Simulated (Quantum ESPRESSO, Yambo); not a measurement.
# PbS (Galena): G0W0 with Yambo, start to end, part 2 of 3

Wanted: ground state, empty states, screening and self-energy for PbS (Galena).

Quantum ESPRESSO 7.5 and Yambo 5.3.0; PBE and many-body steps on it, plane waves. Known limits of the many-body steps: not at the basis limit; model gap, bands may invert with spin-orbit coupling; no spin-orbit coupling; coarse k mesh.

So far. Step 2 (Ground state): The gap is direct, at (0.000, 0.000, -0.500). Step 3 (Bands along the symmetry lines): The gap is 0.368 eV, as in the run before at this level.

The database entry behind the starting cell differs from later determinations by our own check (about 0.1 % short), so it need not match the best structure at ambient conditions.

### 4. Empty states on the mesh, 4×4×4 mesh, 150 bands

Level of this step: DFT, PBE, plane waves, norm-conserving pseudopotentials (Quantum ESPRESSO).

The sums over transitions need many empty states on a uniform mesh; this step solves for them.

pw.in

```
&control
  calculation = 'nscf'
  prefix = 'x'
  outdir = 'o'
  pseudo_dir = 'pseudo'
/
&system
  ibrav = 0
  nat = 2
  ntyp = 2
  ecutwfc = 76.0
  nbnd = 150
  force_symmorphic = .true.
/
&electrons
  conv_thr = 1e-9
  electron_maxstep = 80
  diago_full_acc = .true.
  diago_thr_init = 5e-6
/
ATOMIC_SPECIES
  Pb 207.2 Pb.upf
  S 32.06 S.upf
CELL_PARAMETERS angstrom
  0.0000000000 2.9657500000 2.9657500000
  2.9657500000 -0.0000000000 2.9657500000
  2.9657500000 2.9657500000 0.0000000000
ATOMIC_POSITIONS crystal
  Pb 0.0000000000 0.0000000000 0.0000000000
  S 0.5000000000 0.5000000000 0.5000000000
K_POINTS automatic
  4 4 4 0 0 0
```

Command:

```bash
$ OMP_NUM_THREADS=1 mpirun -n 4 pw.x -nk 4 -in pw.in > pw.out
```

The program printed:

```text
[banner, memory and clock lines left out]
Program PWSCF v.7.5 starts

     Atomic positions and unit cell read from directory:
     o/x.save/

     Message from routine setup:
     using ibrav=0 with symmetry is DISCOURAGED, use correct ibrav instead

     G-vector sticks info

     bravais-lattice index     =            0
     lattice parameter (alat)  =       7.9259  a.u.
     unit-cell volume          =     352.0710 (a.u.)^3
     number of atoms/cell      =            2
     number of atomic types    =            2
     number of electrons       =        28.00
     number of Kohn-Sham states=          150
     kinetic-energy cutoff     =      76.0000  Ry
     charge density cutoff     =     304.0000  Ry
     Exchange-correlation= PBE
                           (   1   4   3   4   0   0   0)

     celldm(1)=   7.925897  celldm(2)=   0.000000  celldm(3)=   0.000000
     celldm(4)=   0.000000  celldm(5)=   0.000000  celldm(6)=   0.000000

     crystal axes: (cart. coord. in units of alat)
               a(1) = (   0.000000   0.707107   0.707107 )
               a(2) = (   0.707107  -0.000000   0.707107 )
               a(3) = (   0.707107   0.707107   0.000000 )

     reciprocal axes: (cart. coord. in units 2 pi/alat)
               b(1) = ( -0.707107  0.707107  0.707107 )
               b(2) = (  0.707107 -0.707107  0.707107 )
               b(3) = (  0.707107  0.707107 -0.707107 )
     Pseudo is Norm-conserving + core correction, Zval = 22.0
     Generated using ONCVPSP code by D. R. Hamann
     Using radial grid of 1692 points,  7 beta functions with:
     Pseudo is Norm-conserving + core correction, Zval =  6.0
     Generated using ONCVPSP code by D. R. Hamann
     Using radial grid of 1146 points,  6 beta functions with:
     Pb               22.00   207.20000     Pb( 1.00)
     S                 6.00    32.06000     S ( 1.00)

     48 Sym. Ops., with inversion, found

   Cartesian axes

     site n.     atom                  positions (alat units)
         1        Pb     tau(   1) = (   0.0000000   0.0000000   0.0000000  )
         2        S      tau(   2) = (   0.7071068   0.7071068   0.7071068  )

     number of k points=     8
                       cart. coord. in units 2pi/alat
        k(    1) = (   0.0000000   0.0000000   0.0000000), wk =   0.0312500
        k(    2) = (   0.1767767   0.1767767  -0.1767767), wk =   0.2500000
        k(    3) = (  -0.3535534  -0.3535534   0.3535534), wk =   0.1250000
[...]
k(    7) = (  -0.7071068   0.0000000   0.0000000), wk =   0.0937500
        k(    8) = (  -0.7071068   0.3535534   0.0000000), wk =   0.1875000

     Dense  grid:    31283 G-vectors     FFT dimensions: (  45,  45,  45)

     The potential is recalculated from file :
     o/x.save/charge-density

     Starting wfcs are   17 randomized atomic wfcs +  133 random wfcs

     Band Structure Calculation

     End of band structure calculation

          k = 0.0000 0.0000 0.0000 (  3839 PWs)   bands (ev):

  -129.8090 -71.4991 -71.4991 -71.4991  -6.9201  -6.9201  -6.9201  -6.9040
    -6.9040  -3.6873   3.8699   7.7371   7.7371   7.7371  15.1248  15.1248
    15.1248  16.6175  16.6175  16.6175  18.5810  18.9696  18.9696  19.2063
[...]
[... 7 further rows ...]
[...]
103.1096 107.0637 107.2180 107.2329 107.2329 107.2329

          k = 0.1768 0.1768-0.1768 (  3927 PWs)   bands (ev):

[...]
[... 7 further rows ...]
[...]
105.5973 106.0757 106.4882 106.4882 107.0917 108.9864

          k =-0.3536-0.3536 0.3536 (  3906 PWs)   bands (ev):

[...]
63.0714  63.0714  63.9241  65.5833  66.5053  66.5053  67.3584  67.9806
     [... 7 further rows ...]
   101.5259 102.3725 102.3725 104.3405 104.8987 105.0953 105.3690 105.3690
   105.6260 105.6260 107.6364 107.7688 107.7688 108.4882

          k = 0.3536 0.0000 0.0000 (  3928 PWs)   bands (ev):

     [... further k-points ...]

     highest occupied, lowest unoccupied level (ev):     9.9081   10.2763

     XML data file, pseudopotentials, collected wavefunctions
```

Elapsed: 15 s, on 4 MPI ranks of Arm Neoverse V1, shared host; peak memory 0.4 GiB; 58 s of CPU time.

Numbers from this step:

- gap: 0.3682 eV
- k of the valence top: 0, 0, -0.5
- k of the conduction bottom: 0, 0, -0.5
- least direct gap: 0.3682 eV
- k points computed: 8
- lowest point of the top converged band, above the valence top: 97.3248 eV

On this mesh the gap is 0.368 eV.

### 5. Conversion and set-up

This step: Yambo 5.3.0; conversion and set-up on PBE, plane waves, norm-conserving pseudopotentials.

The states are converted to the many-body program's format and the q mesh is built.

Command:

```bash
$ (cd o/x.save; p2y > p2y.log; mv SAVE ../..); yambo > setup.log
```

The program printed:

```text
 Yambo, version 5.3.0

 [02] CORE Variables Setup
 =========================

  [02.01] Unit cells
  ==================

  Cell kind             :  FCC
  Atoms in the cell     :  Pb  S
  number of Pb atoms    :  1
  number of S  atoms    :  1

  List of atomic masses
  Mass of Pb    :  207.2000
  Mass of S     :  32.06000

  List of atomic coordinates    : [cc]
  Pb1       :  0.000000  0.000000  0.000000  order 1
  S1       :  5.604455  5.604455  5.604455  order 2

  Alat factors          :  5.604455  5.604455  5.604455 [a.u.]
  Direct lattice volume :  352.0710 [a.u.]
  Direct lattice vectors:  A[ 1 ]  A[ 2 ]  A[ 3 ]
   A[ 1 ]:  0.000000  1.000000  1.000000  [iru]
   0.000000  5.604455  5.604455  [cc]
   A[ 2 ]:  1.000000 -0.000000  1.000000  [iru]
   5.604455 -0.000000  5.604455  [cc]
   A[ 3 ]:  1.000000  1.000000  0.000000  [iru]
   5.604455  5.604455  0.000000  [cc]

  Recip. lattice volume :  0.704546 [a.u.]
  Recip. lattice vectors:  B[ 1 ]  B[ 2 ]  B[ 3 ]
   B[ 1 ]: -0.500000  0.500000  0.500000  [iku]
  -0.560553  0.560553  0.560553  [cc]
   B[ 2 ]:  0.500000 -0.500000  0.500000  [iku]
   0.560553 -0.560553  0.560553  [cc]
   B[ 3 ]:  0.500000  0.500000 -0.500000  [iku]
   0.560553  0.560553 -0.560553  [cc]

  [02.02] Symmetries
  ==================

  Inversion symmetry    : yes
  Spatial inversion     : yes
  Inversion index       :  25
  K-space Time-reversal : no
  Magnetic symmetries   : no
  Group table correct   : yes
  Symmetries units      :  [cc]

   [S  1]:   1.0000     -0.34069E-16 -0.34069E-16 -0.34069E-16   1.0000      0.34069E-16  0.34069E-16  0.34069E-16   1.0000
   [S  2]:  -1.0000      0.34069E-16 -0.34069E-16  0.34069E-16  -1.0000      0.34069E-16 -0.34069E-16 -0.34069E-16   1.0000
   [S  3]:  -1.0000     -0.34069E-16  0.34069E-16  0.34069E-16   1.0000     -0.34069E-16 -0.34069E-16  0.34069E-16  -1.0000
[...]
[... 36 further rows ...]
   [S 47]: -0.34069E-16   1.0000      0.34069E-16  0.34069E-16 -0.34069E-16  -1.0000       1.0000      0.34069E-16 -0.34069E-16
   [S 48]: -0.34069E-16  -1.0000     -0.34069E-16  0.34069E-16  0.34069E-16   1.0000       1.0000     -0.34069E-16  0.34069E-16

  [02.03] Reciprocal space
  ========================

  nG shells         :   324
  nG charge         :  31283
  nG WFs            :   4861
  nC WFs            :   3972
  G-vecs. in first 32 shells:  [ Number ]
     1    9   15   27   51   59   65   89  113
    137   169   181   229   259   283   307   331   339
    387   411   459   531   537   561   609   645   701
    725   749   821   869   893
  ...
  Shell energy in first 32 shells:  [ mHa ]
    0.00000      471.329      628.439      1256.88      1728.21      1885.32      2513.75      2985.08      3142.19
    3770.63      4241.96      5027.51      5498.84      5655.95      6284.39      6755.72      6912.83      7541.26
[...]
BZ  K-points                                      :   64

  K/Q-points units:
  rlu = crystal or reduced units; cc = cartesian coordinates; iku = interal k-units

  K [1]          [rlu]:  0.000000  0.000000  0.000000
         WF components:   3839
  K [2]          [rlu]:  0.43103E-17  0.43103E-17  0.25000
         WF components:   3927
  K [3]          [rlu]: -0.86205E-17 -0.86205E-17 -0.50000
         WF components:   3906
  K [4]          [rlu]:  0.82859E-17  0.25000      0.25000
         WF components:   3928
  K [5]          [rlu]: -0.99326E-17  0.25000     -0.50000
         WF components:   3940
  [... 2 further k-points ...]
  K [8]          [rlu]:  0.250000 -0.500000 -0.250000
         WF components:   3972

  [02.05] Energies & Occupations
  ==============================

  [X] === General ===
  [X] Electronic Temperature                        :  0.000000  0.000000 [eV K]
  [X] Bosonic    Temperature                        :  0.000000  0.000000 [eV K]
  [X] Finite Temperature mode                       : no
  [X] El. density                                   :  0.53669E+24 [cm-3]
  [X] Fermi Level                                   :  9.908065 [eV]

  [X] === Gaps and Widths ===
  [X] Conduction Band Min                           :  0.368214 [eV]
  [X] Valence Band Max                              :  0.000000 [eV]
  [X] Filled Bands                                  :  14
  [X] Empty Bands                                   :   15  150
  [X] Direct Gap                                    :  0.368214 [eV]
  [X] Direct Gap localized at k                     :  3
  [X] Indirect Gap                                  :  0.368214 [eV]
  [X] Indirect Gap between kpts                     :  3  3
  [X] Last valence band width                       :  3.438853 [eV]
  [X] 1st conduction band width                     :  4.848504 [eV]

  E @ K [1]:  [eV]
  -139.7170  -81.4072  -81.4072  -81.4072  -16.8281  -16.8281  -16.8281  -16.8121
  -16.81207 -13.59531  -6.03815  -2.17100  -2.17100  -2.17100   5.21672   5.21672
   5.216717  6.709459  6.709459  6.709459  8.672974  9.061527  9.061527  9.298259
[...]
occ @ K [1]
[...]
E @ K [2]:  [eV]
[...]
occ @ K [2]
[...]
E @ K [3]:  [eV]
[...]
occ @ K [3]
[...]
E @ K [4]:  [eV]
[...]
occ @ K [4]
[...]
E @ K [5]:  [eV]
[...]
occ @ K [5]
[...]
[... 2 further k-points ...]
  E @ K [8]:  [eV]
[...]
occ @ K [8]
[...]
0.000000  0.000000  0.000000  0.000000  0.000000  0.000000  0.000000  0.000000
   0.000000  0.000000  0.000000  0.000000  0.000000  0.000000  0.000000  0.000000

 [03] Transferred momenta grid and indexing
 ==========================================

 IBZ Q-points                                      :   8
 BZ  Q-points                                      :   64

 K/Q-points units:
 rlu = crystal or reduced units; cc = cartesian coordinates; iku = interal k-units

 Q [1]          [rlu]:  0.000000  0.000000  0.000000
 Q [2]          [rlu]:  0.43103E-17  0.43103E-17  0.25000
 Q [3]          [rlu]: -0.86205E-17 -0.86205E-17 -0.50000
[...]
Q [7]          [rlu]: -0.16572E-16 -0.50000     -0.50000
 Q [8]          [rlu]:  0.250000 -0.500000 -0.250000

  [03.01] X indexes
  =================

   [03.01.01] Sigma indexes
   ========================

 [06] Game Over & Game summary
```

The job ended after 2.7 s (1 MPI rank; peak memory 0.25 GiB).

(Part 2 of 3 ends here.)

[Paths, hosts, dates, memory and timing lines, banners, echoed tables and standing remarks are left out of the program output.]

[Logs are printed without paths, hosts, clocks, repeated set-up lines and the standing remarks that a program may print on its own settings, such as how far it seeks lower states.]

[Runs of the session that timed out or met a known fault of the program may be left out.]

[Hosts, paths, dates, database ids (printed as entryN), source tags and the programs' standing remarks are cut or masked in the printed files.]
